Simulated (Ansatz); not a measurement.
# C (fcc type): the cost of one run

Method: DFT, PBE, all-electron LAPW, scalar-relativistic, in Ansatz 0.2.0.

### 1 The starting structure

Symmetry: Fm-3m, No. 225, cubic system. Conventional cell: a = 3.067 Å, b = 3.067 Å, c = 3.067 Å, α = 90.00°, β = 90.00°, γ = 90.00°. C (site symmetry m-3m) is surrounded by 12 C at 2.17 Å.

As a file:

```cif
data_structure
_symmetry_space_group_name_H-M 'Fm-3m'
_symmetry_Int_Tables_number 225
_cell_length_a 3.0670
_cell_length_b 3.0670
_cell_length_c 3.0670
_cell_angle_alpha 90.000
_cell_angle_beta 90.000
_cell_angle_gamma 90.000
_cell_volume 28.85
loop_
_atom_site_label
_atom_site_type_symbol
_atom_site_symmetry_multiplicity
_atom_site_Wyckoff_symbol
_atom_site_fract_x
_atom_site_fract_y
_atom_site_fract_z
_atom_site_occupancy
C1 C 4 a 0.00000 0.00000 0.00000 1
```

The file gives the conventional cell by its symmetry; the runs use the cell typed in the input.

### 2 Fcc relaxed under pressure, LAPW

Contents of input.yaml:

```yaml
crystal:
  lattice:
    - [0.0, 1.5334980875, 1.5334980875]
    - [1.5334980875, 0.0, 1.5334980875]
    - [1.5334980875, 1.5334980875, 0.0]
  atoms:
    - { symbol: C, position: [0.0, 0.0, 0.0] }
kpoints:
  mp_grid: { grid: [22, 22, 22] }
scf:
  occupations: { method: fermi_dirac, width: 0.08 }
hamiltonian:
  xc: pbe
  pseudopotentials: { kind: all_electron, lapw: { basis_error: 0.0005 } }
output:
  forces: true
  stress: true
  eigenvalues: true
relax:
  f_tol: 0.005
  max_steps: 12
  cell: { p_target: 2.0, stress_tol: 0.03 }
```

Started as:

```
$ ansatz run input.yaml --threads 1 --pin off --max-ram 3584MiB --backend cpu --events-out ev --progress --plain --runs-dir out
```

**Question.** How long does this run take on 1 thread of Arm Neoverse V2, shared host, and how much memory does it need?

About 8.1 s, with a peak of 0.28 GiB.
